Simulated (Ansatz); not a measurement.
What does this script print? It uses Ansatz 0.2.0, Python API.

`run_prototypes.py`:
```python
"""Relaxed energies of W in several structure types."""

import warnings

import ansatz as az
import numpy as np
import spglib

XC = "pbe"
CUTOFF_EV = 500
K_SPACING = 0.3
OCCUPATIONS = "cold"
SIGMA = 0.1


def diamond(A, a):
    return az.Crystal.diamond(A, a=a)


def fcc(A, a):
    return (
        az.Lattice.fcc(a)
        .space_group(225)
        .atom(A, (0, 0, 0))
        .primitive()
    )


def sc(A, a):
    return (
        az.Lattice.cubic(a)
        .space_group(221)
        .atom(A, (0, 0, 0))
    )


def bcc(a_site, a):
    return az.Crystal.bcc(a_site, a=a)


def ground_state(name, crystal):
    calc = (
        crystal.calculation()
        .functional(XC)
        .basis(CUTOFF_EV)
        .kpoints(spacing=K_SPACING)
        .occupations(OCCUPATIONS, width=SIGMA)
        .stress()
        .band_table()
    )
    calc = calc.relax(force_tolerance=0.03, max_steps=60, cell=True)
    return calc.run(threads=1, backend="cpu")

def relaxed_twice(name, crystal):
    # the second pass draws mesh and plane waves anew for the relaxed cell
    first = ground_state(name, crystal)
    again = az.Crystal(lattice=az.Lattice.of(first.lattice.cell_ang))
    for site in first.report["lattice"]["sites"]:
        again = again.atom(site["symbol"], site["position_frac"])
    return ground_state(name, again)


def volume_per_atom(outcome):
    return abs(np.linalg.det(outcome.lattice.cell_ang)) / len(outcome.lattice.sites)


def space_group(outcome):
    sites = outcome.report["lattice"]["sites"]
    kinds = sorted({site["symbol"] for site in sites})
    cell = (outcome.lattice.cell_ang, [site["position_frac"] for site in sites], [kinds.index(site["symbol"]) for site in sites])
    return spglib.get_spacegroup(cell, symprec=0.01)


def pressure_gpa(outcome):
    return float(np.trace(outcome.report["stress_gpa"]) / 3)

# a is a first guess in angstrom
warnings.simplefilter("ignore", az.DeckWarning)

phases = {}
phases["diamond"] = diamond("W", 5.48)
phases["fcc"] = fcc("W", 3.99)
phases["sc"] = sc("W", 2.59)
phases["bcc"] = bcc("W", 3.16)

done = {}
for name, crystal in phases.items():
    try:
        done[name] = relaxed_twice(name, crystal)
    except az.NonConvergedError as error:
        print(name, "did not converge:", str(error)[:120])

energy = {name: o.report["energy_sigma0_ev"] / len(o.lattice.sites) for name, o in done.items()}
lowest = min(energy.values())
rows = [(name, len(o.lattice.sites), 1000 * (energy[name] - lowest), volume_per_atom(o), space_group(o), pressure_gpa(o)) for name, o in done.items()]
rows.sort(key=lambda row: row[2])
print("| phase | atoms | dE (meV/atom) | V (A^3/atom) | space group | P (GPa) |")
print("| --- | --- | --- | --- | --- | --- |")
for row in rows:
    print(f"| {row[0]} | {row[1]:d} | {row[2]:.1f} | {row[3]:.3f} | {row[4]} | {row[5]:.2f} |")
print("order:", " < ".join(row[0] for row in rows))
```

```console
$ python run_prototypes.py
| phase | atoms | dE (meV/atom) | V (A^3/atom) | space group | P (GPa) |
| --- | --- | --- | --- | --- | --- |
| bcc | 1 | 0.0 | 16.139 | Im-3m (229) | 0.01 |
| fcc | 1 | 474.1 | 16.397 | Fm-3m (225) | -0.03 |
| sc | 1 | 1493.5 | 18.435 | Pm-3m (221) | -0.00 |
| diamond | 2 | 2648.8 | 24.724 | Fd-3m (227) | 0.02 |
order: bcc < fcc < sc < diamond
```

Notes:
- No spin polarisation was allowed.
- For the metals among these phases the mesh is modest: differences between phases can be off by up to 40 meV an atom.
- Pressure is positive in compression.
- Spin-orbit coupling, which matters for elements this heavy, is left out.
- The cells are built on prototypes, so most aren't the phase found in nature. Rows bear the name of their start, and a relaxation keeps or raises the symmetry. Differences under about 40 meV an atom lie within the error of mesh and functional.
- Finished in 39 s on 1 thread of AMD EPYC 7R43 64-Core Processor (Zen 3), on a shared host, peak memory 0.42 GiB.

(Lines on the test bed's own set-up are left out of the output.)
